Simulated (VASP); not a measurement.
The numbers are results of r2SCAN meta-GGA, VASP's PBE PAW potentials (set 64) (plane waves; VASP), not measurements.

VASP input:

INCAR:
```
ALGO  =  Normal
LOPTICS  =  .TRUE.
PREC  =  Accurate
LCHARG  =  .FALSE.
NBANDS  =  30
SIGMA  =  0.01
EDIFF  =  1E-7   # SCF stop (eV)
METAGGA  =  R2SCAN
NEDOS  =  1001   # DOS grid
LMIXTAU  =  .TRUE.
LPEAD  =  .TRUE.
ISMEAR  =  0
LWAVE  =  .FALSE.
NELM  =  100
CSHIFT  =  0.1
LASPH  =  .TRUE.   # aspherical one-centre terms
ENCUT  =  520   # plane-wave cut-off (eV)
LREAL  =  .FALSE.   # projection in real space or not
SYSTEM  =  Li2O
```

File KPOINTS:
```
Automatic mesh
0
Gamma
11 11 11
0 0 0
```

File POSCAR:
```
Li2O
1
   -0.0000000000     2.2911441095     2.2911441095
    2.2911441095    -0.0000000000     2.2911441095
    2.2911441095     2.2911441095     0.0000000000
Li O
2 1
Direct
  0.2500000000   0.2500000000   0.2500000000
  0.7500000000   0.7500000000   0.7500000000
  0.0000000000   1.0000000000   1.0000000000
```

POTCAR, in this order: Li_sv O (PBE.64 set). Program: vasp_std.

What VASP printed:

OSZICAR:
```
       N       E                     dE             d eps       ncg     rms          rms(c)
DAV:   1     0.658128250535E+02    0.65813E+02   -0.47015E+03  3360   0.448E+02
DAV:   2    -0.163506575612E+02   -0.82163E+02   -0.77846E+02  4158   0.146E+02
DAV:   3    -0.213020215692E+02   -0.49514E+01   -0.47948E+01  5404   0.281E+01
DAV:   4    -0.214467621796E+02   -0.14474E+00   -0.14466E+00  3950   0.503E+00
DAV:   5    -0.214471649339E+02   -0.40275E-03   -0.40275E-03  4250   0.247E-01    0.676E+00
DAV:   6    -0.168357805108E+02    0.46114E+01   -0.24059E+00  3814   0.523E+00    0.200E+00
DAV:   7    -0.169212517969E+02   -0.85471E-01   -0.10021E+00  3974   0.316E+00    0.219E+00
DAV:   8    -0.196018553118E+02   -0.26806E+01   -0.30174E+00  5342   0.528E+00    0.318E+00
DAV:   9    -0.168729786508E+02    0.27289E+01   -0.12765E+00  5388   0.367E+00    0.946E-01
DAV:  10    -0.168318129163E+02    0.41166E-01   -0.15567E-01  4154   0.169E+00    0.338E-01
DAV:  11    -0.168305452017E+02    0.12677E-02   -0.36831E-03  4124   0.221E-01    0.340E-01
DAV:  12    -0.168291416764E+02    0.14035E-02   -0.48237E-03  4034   0.276E-01    0.113E-01
DAV:  13    -0.168297404267E+02   -0.59875E-03   -0.40291E-04  4712   0.927E-02    0.579E-02
DAV:  14    -0.168294211569E+02    0.31927E-03   -0.15219E-04  3686   0.728E-02    0.314E-02
DAV:  15    -0.168298888432E+02   -0.46769E-03   -0.17374E-04  3650   0.699E-02    0.837E-03
DAV:  16    -0.168298878376E+02    0.10056E-05   -0.73716E-06  4102   0.146E-02    0.264E-03
DAV:  17    -0.168298942201E+02   -0.63826E-05   -0.27277E-06  3782   0.935E-03    0.162E-03
DAV:  18    -0.168298867490E+02    0.74711E-05   -0.13777E-06  3708   0.575E-03    0.127E-03
DAV:  19    -0.168298894720E+02   -0.27230E-05   -0.22277E-07  3992   0.211E-03    0.342E-04
DAV:  20    -0.168298899539E+02   -0.48186E-06   -0.61173E-08  3870   0.133E-03    0.141E-04
DAV:  21    -0.168298906598E+02   -0.70599E-06   -0.69160E-09  3406   0.331E-04    0.406E-05
DAV:  22    -0.168298907002E+02   -0.40361E-07   -0.11718E-09  2268   0.159E-04
   1 F= -.16829891E+02 E0= -.16829891E+02  d E =-.394056E-54
 imaginary and real dielectric function
```

**OUTCAR**
```
------------------------ aborting loop because EDIFF is reached ----------------------------------------
  FORCE on cell =-STRESS in cart. coord.  units (eV):
  Direction    XX          YY          ZZ          XY          YZ          ZX
  --------------------------------------------------------------------------------------
  Total       -0.0606975     -0.0606975     -0.0606975     -0.0000000     -0.0000000     -0.0000000
  in kB       -4.0429121     -4.0429121     -4.0429121     -0.0000000     -0.0000000     -0.0000000
  external PRESSURE =      -4.0429121 kB  Pullay stress =       0.0000000 kB
  volume of cell :       24.05
      direct lattice vectors                 reciprocal lattice vectors
     0.000000000  2.291144109  2.291144109    -0.218231580  0.218231580  0.218231580
     2.291144109  0.000000000  2.291144109     0.218231580 -0.218231580  0.218231580
     2.291144109  2.291144109  0.000000000     0.218231580  0.218231580 -0.218231580
 POSITION                                       TOTAL-FORCE (eV/Angst)
 -----------------------------------------------------------------------------------
      1.14557      1.14557      1.14557        -0.000000     -0.000000     -0.000000
      3.43672      3.43672      3.43672         0.000000      0.000000      0.000000
      0.00000      0.00000      0.00000         0.000000      0.000000      0.000000
 -----------------------------------------------------------------------------------
    total drift:                               -0.000000      0.000000      0.000000
  FREE ENERGIE OF THE ION-ELECTRON SYSTEM (eV)
  ---------------------------------------------------
  free  energy   TOTEN  =       -16.8298907002 eV

  energy  without entropy=      -16.8298907002  energy(sigma->0) =      -16.82989070

 plasma frequency squared (from intraband transitions) (eV^2)
  --------------------------------------------------------------------------------------
       0.000       0.000       0.000
       0.000       0.000       0.000
       0.000       0.000       0.000

 plasma frequency squared (from interband transitions, int dw w eps(2)(w)) (eV^2)
  --------------------------------------------------------------------------------------
     486.544       0.000       0.000      -0.000      -0.000      -0.000
       0.000       0.000     486.544       0.000       0.000       0.000
      -0.000       0.000       0.000      -0.000     486.544       0.000
```
(Selected blocks of OUTCAR.)

The compound is Li2O in the antifluorite structure. It was relaxed first.
